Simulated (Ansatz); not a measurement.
A run of Ansatz 0.2.0 is set up as follows.

Contents of input.yaml:

```yaml
crystal:
  lattice:
    - [4.73122, 0.0, 0.0]
    - [-2.36561, 4.09736, 0.0]
    - [0.0, 0.0, 2.91089]
  atoms:
    - { symbol: In, position: [0.0, 0.0, 0.0] }
    - { symbol: As, position: [0.66667, 0.33333, 0.0] }
kpoints:
  mp_grid: { grid: [7, 7, 9] }
scf:
  occupations: { method: fermi_dirac, width: 0.05 }
hamiltonian:
  xc: pbe
  pseudopotentials: { kind: all_electron, lapw: { basis_error: 0.002 } }
output: {}
phonons:
  method: fd
  supercell: [1, 1, 1]
```

Potentials or basis: all-electron LAPW, scalar-relativistic.

Launch:

```sh
$ ansatz run input.yaml --threads 1 --pin off --max-ram 3072MiB --backend cpu --events-out ev --progress --plain --runs-dir out
```

Estimate the highest phonon frequency at Γ.

187 cm⁻¹.

Predict the band gap on the k mesh.

none (metal or under the smearing width).

Phonon frequencies in cm⁻¹ (negative: imaginary):
```
              q point       frequencies
(0.000, 0.000, 0.000)  0 0 0 17 187 187
```

Caveat: a metal's response needs a denser mesh.
